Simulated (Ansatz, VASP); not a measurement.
# Cross-check of B108N107 (V_N) between VASP and Ansatz, part 2 of 2

Wanted: the spread between two codes on one cell, functional and k mesh. The cell is taken from a series of runs on this material, whose earlier steps may have relaxed, scaled, displaced or heated it; both programs get it as it stands.

VASP 6.6.1 and Ansatz 0.2.0.

So far. Step 2 (VASP: single point, LDA): The run ends at a pressure of -1.49 GPa, with forces up to 0.17 eV/Å.

## Step 3: Ansatz: single point, LDA

Level of this step: Ansatz beside VASP: Kohn-Sham DFT, plane waves, LDA (Ansatz).

Ansatz runs on its default PAW (the set named soft_2) files.

The same cell, functional (in two slightly different forms), mesh and smearing now go to Ansatz.

File input.yaml:

```yaml
crystal:
  lattice:
    - [10.74168417, 0.0, 0.0]
    - [0.0, 0.0, -10.74168417]
    - [0.0, 10.74168417, 0.0]
  atoms:
    - { symbol: B, position: [-0.00043529869, 7.158997e-05, 4.822501e-05] }
    - { symbol: B, position: [-0.00041432989, 0.16676249518, 0.16663642822] }
    - { symbol: B, position: [0.16623340842, 0.00015046204, 0.16666324781] }
    - { symbol: B, position: [0.16612136597, 0.16666824629, 0.00016646499] }
    - { symbol: "N", position: [0.08335993682, 0.0833201685, 0.25038431872] }
    - { symbol: "N", position: [0.08331455022, 0.2498912296, 0.08365898189] }
    - { symbol: "N", position: [0.2499414904, 0.08326739595, 0.08366858228] }
    - { symbol: "N", position: [0.25015154343, 0.25009649211, 0.25062481956] }
    - { symbol: B, position: [-0.00040071465, 0.00015119865, 0.33329336006] }
    - { symbol: B, position: [-0.00041454665, 0.16692012525, 0.49995645573] }
    - { symbol: B, position: [0.16625667323, 0.00013842881, 0.49995422536] }
    - { symbol: B, position: [0.16628166132, 0.16690604064, 0.33334539408] }
    - { symbol: "N", position: [0.08346314338, 0.08338624748, 0.5836027061] }
    - { symbol: "N", position: [0.08360159555, 0.25009887381, 0.41717085656] }
    - { symbol: "N", position: [0.25017774976, 0.08354605967, 0.41720672418] }
    - { symbol: "N", position: [0.25107429376, 0.25110822066, 0.58347339064] }
    - { symbol: B, position: [-0.00050554674, 0.00012475024, 0.66675465696] }
    - { symbol: B, position: [-0.00059830452, 0.16666278033, 0.83345542297] }
    - { symbol: B, position: [0.1661254753, -5.790716e-05, 0.83344195048] }
    - { symbol: B, position: [0.16577764216, 0.16623872013, 0.6672676205] }
    - { symbol: "N", position: [0.0832388393, 0.08317806881, 0.91690975295] }
    - { symbol: "N", position: [0.08333543528, 0.24986282662, 0.75022123736] }
    - { symbol: "N", position: [0.24990476435, 0.08325683508, 0.75021355312] }
    - { symbol: "N", position: [0.24990346959, 0.24986597314, 0.91682571622] }
    - { symbol: B, position: [-0.0004986345, 0.33335234978, -1.551173e-05] }
    - { symbol: B, position: [-0.00045840027, 0.50018665527, 0.16658545921] }
    - { symbol: B, position: [0.16625615654, 0.33351049913, 0.16666332364] }
    - { symbol: B, position: [0.16626317024, 0.50015311265, -2.962394e-05] }
    - { symbol: "N", position: [0.08337333892, 0.41653719605, 0.2503821744] }
    - { symbol: "N", position: [0.08328483434, 0.58312327975, 0.08344787389] }
    - { symbol: "N", position: [0.24995230688, 0.41648882934, 0.08358631609] }
    - { symbol: "N", position: [0.24984997163, 0.5832067516, 0.25025625769] }
    - { symbol: B, position: [-0.00038766238, 0.33351810379, 0.3333114555] }
    - { symbol: B, position: [-0.00051036185, 0.5001840727, 0.49992262124] }
    - { symbol: B, position: [0.16608878455, 0.33368199082, 0.50024974497] }
    - { symbol: B, position: [0.16581898126, 0.50066627255, 0.33285831779] }
    - { symbol: "N", position: [0.08330074029, 0.41651614304, 0.58355842206] }
    - { symbol: "N", position: [0.08324103574, 0.5832126503, 0.41686212063] }
    - { symbol: "N", position: [0.25099070356, 0.41649638951, 0.41801648729] }
    - { symbol: "N", position: [0.25100330534, 0.58206800337, 0.58358153902] }
    - { symbol: B, position: [-0.00055208666, 0.33351288373, 0.66660287906] }
    - { symbol: B, position: [-0.00040929886, 0.50015160266, 0.83319003793] }
    - { symbol: B, position: [0.16578585201, 0.33283458399, 0.83386303411] }
    - { symbol: B, position: [0.16609635725, 0.49984343117, 0.66641399135] }
    - { symbol: "N", position: [0.08346507383, 0.41647586409, 0.91669396624] }
    - { symbol: "N", position: [0.08360765954, 0.58290227829, 0.7499778281] }
    - { symbol: "N", position: [0.25108680419, 0.41660079699, 0.74898076629] }
    - { symbol: "N", position: [0.25018231607, 0.58287239321, 0.91653312866] }
    - { symbol: B, position: [-0.00039939138, 0.6668144664, -4.552191e-05] }
    - { symbol: B, position: [-0.0004130387, 0.83346851301, 0.16664688321] }
    - { symbol: B, position: [0.16614895196, 0.6669032661, 0.16651689686] }
    - { symbol: B, position: [0.16624292849, 0.8334518782, -3.856057e-05] }
    - { symbol: "N", position: [0.08316542713, 0.74989241524, 0.25018900328] }
    - { symbol: "N", position: [0.08325924961, 0.91653190507, 0.08355619835] }
    - { symbol: "N", position: [0.24993344609, 0.74976940815, 0.08345512245] }
    - { symbol: "N", position: [0.24992928828, 0.91662740006, 0.25031744586] }
    - { symbol: B, position: [-0.00053636444, 0.66691176174, 0.33319560877] }
    - { symbol: B, position: [-0.00046077611, 0.83351604945, 0.49992100838] }
    - { symbol: B, position: [0.16582831531, 0.66723467536, 0.49943228296] }
    - { symbol: B, position: [0.16614327288, 0.83359130911, 0.33320652075] }
    - { symbol: "N", position: [0.08338017339, 0.7496889981, 0.58354215044] }
    - { symbol: "N", position: [0.08328814987, 0.91662854494, 0.41695614638] }
[... 38 lines left out ...]
    - { symbol: B, position: [0.49954992321, 0.50016305157, 0.00019725077] }
    - { symbol: "N", position: [0.41653780414, 0.4165184171, 0.25032386626] }
    - { symbol: "N", position: [0.41656564388, 0.58310047363, 0.08358801485] }
    - { symbol: "N", position: [0.58316783427, 0.41650203245, 0.08360552303] }
    - { symbol: "N", position: [0.58295766803, 0.58290650155, 0.25062384554] }
    - { symbol: B, position: [0.33319456919, 0.3336829824, 0.33313496674] }
    - { symbol: B, position: [0.3283295541, 0.50474084462, 0.49536712727] }
    - { symbol: B, position: [0.50459053013, 0.32846307137, 0.49532208668] }
    - { symbol: B, position: [0.49937268209, 0.49986494931, 0.33312889255] }
    - { symbol: "N", position: [0.41656672553, 0.58207237179, 0.41801847066] }
    - { symbol: "N", position: [0.58194377236, 0.41661395048, 0.41811760977] }
    - { symbol: "N", position: [0.58195037337, 0.58197444338, 0.58346970193] }
    - { symbol: B, position: [0.3282838793, 0.32846674999, 0.67164393642] }
    - { symbol: B, position: [0.3332103074, 0.49984396698, 0.83363697087] }
    - { symbol: B, position: [0.49942946723, 0.33364317007, 0.83368715297] }
    - { symbol: B, position: [0.50458085031, 0.50476645967, 0.67162416957] }
    - { symbol: "N", position: [0.41654407171, 0.41650756898, 0.9168400603] }
    - { symbol: "N", position: [0.41645926993, 0.58196828296, 0.74897391853] }
    - { symbol: "N", position: [0.58193607464, 0.41655565874, 0.74896778624] }
    - { symbol: "N", position: [0.58318587777, 0.58315338817, 0.91681688598] }
    - { symbol: B, position: [0.33289839339, 0.6667904216, -2.823516e-05] }
    - { symbol: B, position: [0.33287003647, 0.83351440295, 0.16660049284] }
    - { symbol: B, position: [0.49954289766, 0.66680058081, 0.16666536363] }
    - { symbol: B, position: [0.4997096522, 0.83356133238, -2.59238e-06] }
    - { symbol: "N", position: [0.41652080974, 0.74968314177, 0.25039822511] }
    - { symbol: "N", position: [0.41654091541, 0.9165206959, 0.0835635267] }
    - { symbol: "N", position: [0.58316421115, 0.74974217794, 0.08366339659] }
    - { symbol: "N", position: [0.58315769121, 0.91642055966, 0.25034719842] }
    - { symbol: B, position: [0.33239434952, 0.66724088441, 0.33286113073] }
    - { symbol: B, position: [0.3328685238, 0.83356283976, 0.49993529784] }
    - { symbol: B, position: [0.49936755668, 0.66696707895, 0.50023930786] }
    - { symbol: B, position: [0.49953658047, 0.83343969627, 0.33331832565] }
    - { symbol: "N", position: [0.41654055457, 0.74975481927, 0.58356302253] }
    - { symbol: "N", position: [0.41655732683, 0.91648959195, 0.4169860697] }
    - { symbol: "N", position: [0.58295387754, 0.74945358483, 0.41717318852] }
    - { symbol: "N", position: [0.58316128541, 0.91647437477, 0.58358966449] }
    - { symbol: B, position: [0.33320827619, 0.66695843854, 0.66640809989] }
    - { symbol: B, position: [0.33290638009, 0.83346030703, 0.83319945729] }
    - { symbol: B, position: [0.50021748592, 0.6672718338, 0.8338561122] }
    - { symbol: B, position: [0.49954489638, 0.83360342632, 0.66660904537] }
    - { symbol: "N", position: [0.41658075977, 0.74958991784, 0.9166994697] }
    - { symbol: "N", position: [0.41656252854, 0.91646888901, 0.7501965363] }
    - { symbol: "N", position: [0.58319527151, 0.74972026943, 0.75021737656] }
    - { symbol: "N", position: [0.58315752795, 0.91656729781, 0.91682753111] }
    - { symbol: B, position: [0.66633484771, 0.00016517834, -4.282715e-05] }
    - { symbol: B, position: [0.66640200394, 0.16665659043, 0.16645211275] }
    - { symbol: B, position: [0.83299336249, 6.499613e-05, 0.16661530156] }
    - { symbol: B, position: [0.83290315355, 0.16673555857, -5.417222e-05] }
    - { symbol: "N", position: [0.74987184001, 0.08318199686, 0.25027211597] }
    - { symbol: "N", position: [0.74979995945, 0.2499074961, 0.08351242734] }
    - { symbol: "N", position: [0.91655460193, 0.08323314731, 0.08357872165] }
    - { symbol: "N", position: [0.91663620774, 0.24989848201, 0.25033462403] }
    - { symbol: B, position: [0.66637928104, -5.431691e-05, 0.33317903039] }
    - { symbol: B, position: [0.66685584965, 0.16619947539, 0.49946541056] }
    - { symbol: B, position: [0.83294576797, 0.00011202454, 0.49993971889] }
    - { symbol: B, position: [0.83310692051, 0.16667448554, 0.33317263755] }
    - { symbol: "N", position: [0.74964833922, 0.08341244245, 0.58352245939] }
    - { symbol: "N", position: [0.74978538094, 0.24987943612, 0.41693584869] }
    - { symbol: "N", position: [0.91663081754, 0.08327497173, 0.4169728855] }
    - { symbol: "N", position: [0.91658067725, 0.2498965537, 0.58358465827] }
    - { symbol: B, position: [0.66617397458, 0.00015161039, 0.66667483048] }
    - { symbol: B, position: [0.66621563143, 0.16685648008, 0.83326839498] }
    - { symbol: B, position: [0.83289784664, 0.00017142506, 0.83338438811] }
    - { symbol: B, position: [0.83290800458, 0.16689397225, 0.66666508022] }
    - { symbol: "N", position: [0.74974835633, 0.08332316137, 0.91677182158] }
    - { symbol: "N", position: [0.74949544817, 0.25015076381, 0.74994026273] }
    - { symbol: "N", position: [0.91649056316, 0.08327075235, 0.75018684643] }
    - { symbol: "N", position: [0.9164939999, 0.24990357452, 0.91681880533] }
    - { symbol: B, position: [0.66618515279, 0.33345535407, -4.098704e-05] }
    - { symbol: B, position: [0.66614195592, 0.50016486233, 0.1666337286] }
    - { symbol: B, position: [0.83294266782, 0.33335614715, 0.16653721655] }
    - { symbol: B, position: [0.83295464969, 0.50017817797, -7.56801e-06] }
    - { symbol: "N", position: [0.74966847003, 0.41648803054, 0.25048248804] }
    - { symbol: "N", position: [0.74978721671, 0.58311943774, 0.08365458119] }
    - { symbol: "N", position: [0.91653404991, 0.41651775998, 0.08354544333] }
    - { symbol: "N", position: [0.91642968575, 0.58313001374, 0.25030063101] }
    - { symbol: B, position: [0.66681364272, 0.33284791997, 0.3328192465] }
    - { symbol: B, position: [0.66658572566, 0.49986208995, 0.50024317691] }
    - { symbol: B, position: [0.83314648364, 0.33351588123, 0.49994990542] }
    - { symbol: B, position: [0.8329167313, 0.50017141159, 0.33330623743] }
    - { symbol: "N", position: [0.74981631706, 0.41651459222, 0.58356607817] }
    - { symbol: "N", position: [0.74950935253, 0.58287846712, 0.41719445888] }
    - { symbol: "N", position: [0.91656780347, 0.41649924583, 0.41696956722] }
    - { symbol: "N", position: [0.91657080183, 0.58310500437, 0.58357625927] }
    - { symbol: B, position: [0.66663937249, 0.33364540053, 0.66646998382] }
    - { symbol: B, position: [0.66686065056, 0.50064930973, 0.83390538338] }
    - { symbol: B, position: [0.83291562348, 0.33345873144, 0.83322640172] }
    - { symbol: B, position: [0.83314819215, 0.50016636218, 0.66659685144] }
    - { symbol: "N", position: [0.7496613926, 0.41657176287, 0.91667253267] }
    - { symbol: "N", position: [0.74979664998, 0.58315114045, 0.75019859585] }
    - { symbol: "N", position: [0.91658540964, 0.41649867412, 0.75018309633] }
    - { symbol: "N", position: [0.91663970801, 0.5831133994, 0.91680239978] }
    - { symbol: B, position: [0.66638666676, 0.66694362149, 0.00016118789] }
    - { symbol: B, position: [0.6662956473, 0.83347368206, 0.16664051387] }
    - { symbol: B, position: [0.83290346248, 0.66682563847, 0.16665066518] }
    - { symbol: B, position: [0.83299177028, 0.83349948643, 4.49054e-05] }
    - { symbol: "N", position: [0.74973399088, 0.74969909846, 0.25038162336] }
    - { symbol: "N", position: [0.74982755648, 0.91650893751, 0.08358326972] }
    - { symbol: "N", position: [0.91652645908, 0.7498030312, 0.08355016683] }
    - { symbol: "N", position: [0.91652714486, 0.91653154859, 0.25028531028] }
    - { symbol: B, position: [0.66614425464, 0.66677535899, 0.33333611645] }
    - { symbol: B, position: [0.66613407606, 0.83346613333, 0.49995819591] }
    - { symbol: B, position: [0.832913924, 0.66680093639, 0.49994216798] }
    - { symbol: B, position: [0.83290095503, 0.83345799166, 0.33329134921] }
    - { symbol: "N", position: [0.74967309878, 0.74959567555, 0.58359360564] }
    - { symbol: "N", position: [0.74978021837, 0.91642462589, 0.41697446427] }
    - { symbol: "N", position: [0.91642980236, 0.74977533085, 0.4169490946] }
    - { symbol: "N", position: [0.91653344778, 0.91653245737, 0.58356702847] }
    - { symbol: B, position: [0.66681262703, 0.66728128922, 0.66725749366] }
    - { symbol: B, position: [0.66640212182, 0.83366324341, 0.83346022497] }
    - { symbol: B, position: [0.83310939687, 0.66693761527, 0.83343268769] }
    - { symbol: B, position: [0.8329366238, 0.83356659547, 0.66675374265] }
    - { symbol: "N", position: [0.74988068668, 0.74982396468, 0.91690252034] }
    - { symbol: "N", position: [0.74979677557, 0.91657602839, 0.75018665079] }
    - { symbol: "N", position: [0.91664484593, 0.74974650334, 0.75018184939] }
    - { symbol: "N", position: [0.91655620718, 0.91651192551, 0.91685650285] }
  host:
    repeats: [3, 3, 3]
    atoms:
      - { symbol: B, position: [0.0, 0.0, 0.0] }
      - { symbol: B, position: [0.0, 0.5, 0.5] }
      # ... 6 more atoms of the perfect host
total_charge: 1
basis:
  ecutwfc: 420
  xc_grid: 2
hamiltonian:
  xc: lda
kpoints:
  mp_grid: { grid: [1, 1, 1] }
scf:
  occupations: { method: fermi_dirac, width: 0.01 }
  max_iter: 80
output:
  forces: true
  charged_corrections:
    epsilon: 4.61
    static_epsilon: 6.79
    defect_position: [0.416667, 0.416667, 0.583333]
checkpoint:
  read: "../qp1.relax_smeared.run"
  write: "../cc2.qp1.l1.4.run"
  compress: false
  write_wavefunctions: false
  write_every: 100000
```

Started as:

```
$ ansatz run input.yaml --threads 12 --pin off --max-ram 56524MiB --backend cuda --events-out ev --progress --plain --runs-dir out
```

Log:

```text
Warning: at least one further symmetry operation maps every atom of the structure, as the run holds it, onto an atom to within 2.36e-5 (fractional), and is not used: no operation is sought that the at [...]
Warning: checkpoint.read: the run can stay near the saved state's solution: 215 site(s) moved relative to the saved geometry (max |Δs| = 2.480e-4 fractional); the SCF starts from the saved state under [...]
Engine: ansatz 0.2.0, aarch64-unknown-linux-gnu
[...]
Pseudopotential: B, paw, valence charge 3, recommended cutoff 420 eV (normal), B.paw.azcp
Pseudopotential: N, paw, valence charge 5, recommended cutoff 420 eV (normal), N.paw.azcp
Functional definition: SPW92
[...]
Crystal: 215 atoms, lattice volume = 1239.416 Å³
Basis set: ecut = 420 eV, 24207 PW (Γ), exchange–correlation on 144×144×144 points (8 copies of the dense FFT grid, shifted against one another)
Bands: 644, of which v1, the nominal top of the filled ones, is band 429 counted from 1 (428 counted from 0)
[...]
k-points: 1
[...]
Functional: x = slater, c = lda
[...]
SCF iter   1: F=—  HF=-56491.449739 eV  |F-HF|=—  |Δ(HF+E_count)|=         —  Δρ=1.02e-3  dr2=8.63e-3  ethr=1.01e-6  ⟨swp⟩=9.0  Hψ=4812  notcnv=0
preconditioner: auto → Resta (q_TF=auto, 2.566 Å⁻¹)  ε∞=4.0  [insulator: Δε(μ)=4.292 eV  Ē_g=17.788 eV  σ=0.010 eV  W_gap=1.00  n_scr=364 (ndim 8)  ℏωp=30.9 eV  f_vac=0.000  D(μ)=0.00/eV (n_scr^D=0)   [...]
SCF iter   2: F=—  HF=-56491.447111 eV  |F-HF|=—  |Δ(HF+E_count)|=   2.63e-3  Δρ=5.20e-4  dr2=2.07e-3  ethr=1.01e-6  ⟨swp⟩=1.0  Hψ=644  notcnv=0
SCF iter   3: F=—  HF=-56491.445647 eV  |F-HF|=—  |Δ(HF+E_count)|=   1.46e-3  Δρ=4.87e-5  dr2=1.40e-5  ethr=2.41e-7  ⟨swp⟩=2.0  Hψ=958  notcnv=0
[...]
SCF 1 converged in 5 iterations: F = -56491.447899 eV  dr2 = 5.88e-8
[...]
SCF converged after 5 iterations
[...]
```

## Step 4: Side by side

Known differences besides the potentials themselves: the two LDA forms differ slightly; the cutoff is 420 eV in Ansatz and 520 eV in VASP (PREC = Accurate, projectors in real space); VASP's log shows a relativistic correction to its local exchange, Ansatz's none. Total energies have different zeros and are not compared.

The two programs side by side:

```csv
quantity,Ansatz,VASP,difference
gap on the k mesh (eV),4.280,4.281,-0.001
```

Forces on 10 of the 215 atoms, those with the largest forces and the largest differences (eV/Å; atoms numbered as in POSCAR):

```csv
atom,"Ansatz x, y, z","VASP x, y, z"
B6,"0.090, 0.086, 0.098","0.091, 0.087, 0.098"
B8,"0.101, 0.090, 0.091","0.101, 0.091, 0.092"
B35,"0.101, 0.083, 0.096","0.101, 0.084, 0.098"
B38,"0.096, 0.080, 0.099","0.098, 0.079, 0.101"
B54,"-0.032, -0.039, -0.029","-0.026, -0.030, -0.020"
B55,"0.026, -0.017, 0.026","0.017, -0.008, 0.020"
B60,"0.032, 0.024, -0.016","0.023, 0.018, -0.007"
B70,"0.094, 0.089, 0.089","0.096, 0.091, 0.089"
B86,"0.098, 0.083, 0.096","0.098, 0.083, 0.097"
B101,"0.092, 0.092, 0.101","0.093, 0.093, 0.102"
```

The forces differ by 1.4 meV/Å r.m.s., which is 1.8 % of the r.m.s. force of 0.077 eV/Å (both taken over all components). A gap on the mesh is an upper bound, since the band edges may lie between its points. The cell carries a charge of +1 e against a uniform background, so its pressure also hangs on how the neutralising background is counted, and in a defect's cell a gap may be the spacing between its levels.

## Step 5: Results

```json
{
 "r.m.s. force difference (single point, LDA)": "1.4 meV/Å"
}
```

What this shows: The r.m.s. force difference is 1.4 meV/Å (single point, LDA), within the 12 meV/Å picked in this series as the mark of a large difference. Such differences can come from data sets, numerical settings and the points named under the comparisons, not from the functional's error against experiment.

[Lines on the potential files, build, host, timing and source positions are cut from VASP's logs without a mark.]

[Logs are printed without paths, hosts, clocks, repeated set-up lines and the standing remarks that a program may print on its own settings, such as how far it seeks lower states.]

[Hosts, paths, dates, database ids (printed as entryN), source tags and the programs' standing remarks are cut or masked in the printed files.]
